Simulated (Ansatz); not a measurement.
AgI: the gap under strain

AgI, P6_3mc, a = 4.686 Å, c = 7.661 Å. The compound has several low-lying forms, and this is one of them. Ansatz: PBE, PAW, 420 eV, Γ-centred 6×6×4 mesh on 4 atoms, Gaussian smearing 0.02 eV; no spin polarisation. Series: biaxial strain in the a-b plane, c and atoms relaxed; x is the strain in per cent. The gap is sought over the whole zone.

```
x (%) gap y (eV)
 -4.5           ?
 -3.0       1.308
 -1.5       1.343
  0.0       1.367
  1.5       1.384
  3.0       1.396
  4.5       1.407
```

Task: Fit y = E0 + c1 x + c2 x² to the other rows, give the deformation potential for this strain, and predict the missing gap.

Result: Least squares on the rows shown. y = 1.366 + 0.01478 x − 0.001333 x². The deformation potential is 100 c1 = 1.48 eV per unit strain. With a term in x³ added, the coefficient of x becomes 0.01329, 10 % less, which shows how far this figure hangs on the form. At x = -4.5 the fit asked for gives 1.272 eV. The run gave 1.257 eV, so the fit is 0.015 eV too high, 10 % of the span of the series, against an rms of 0.002 eV on the fitted rows. The row lies outside the fitted range. With a term in x³ added, a fit to the same known rows predicts 1.259 eV, so most of the miss is curvature that the known rows already hold. The records add, with no proof that it causes the miss: the conduction bottom alone leaves its trend there, by 0.02 eV and at the same point of the zone, as when another band takes over that edge.

Spin-orbit coupling is left out, which matters for the bands of heavy elements. Semilocal functionals give gaps under the measured ones; changes of the gap mostly carry over better.